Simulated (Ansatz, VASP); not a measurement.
## N in VASP and in Ansatz

```
N
1.0
     2.61712    0.00000    0.00000
    -1.30856    2.26649    0.00000
     0.00000    0.00000    2.48350
N
2
Cartesian
  1.3086 0.7555 0.6209
  0.0000 1.5110 1.8626
```

Alike in both runs: task relaxation of shape and atoms at fixed volume; functional r2SCAN; k mesh 18 × 18 × 18; occupations gaussian, width 0.1 eV; no spin polarisation.

|  | VASP | Ansatz |
| --- | --- | --- |
| version | VASP 6.6.1 | Ansatz 0.2.0 |
| potentials or method | VASP PAW PBE potentials, release 64 (N) | scalar-relativistic, plane waves, PAW |
| plane-wave cutoff (eV) | 600 | 500 |
| valence electrons in the cell | 10 | 10 |

|  | VASP | Ansatz | Ansatz less VASP |
| --- | --- | --- | --- |
| gap on the k mesh at the Fermi level, each at its own relaxed structure (eV) | none | none | - |
| relaxed volume (Å³/atom) | 7.37 | 7.37 | 0.000 |
| relaxed cell length with the largest relative difference (Å) | 2.479 | 2.479 | -0.0002 |

A gap of «none» marks a metal or a gap that the smearing closes.

Caveats: the PAW data sets were made with another functional, which shifts forces and pressure a little (VASP).
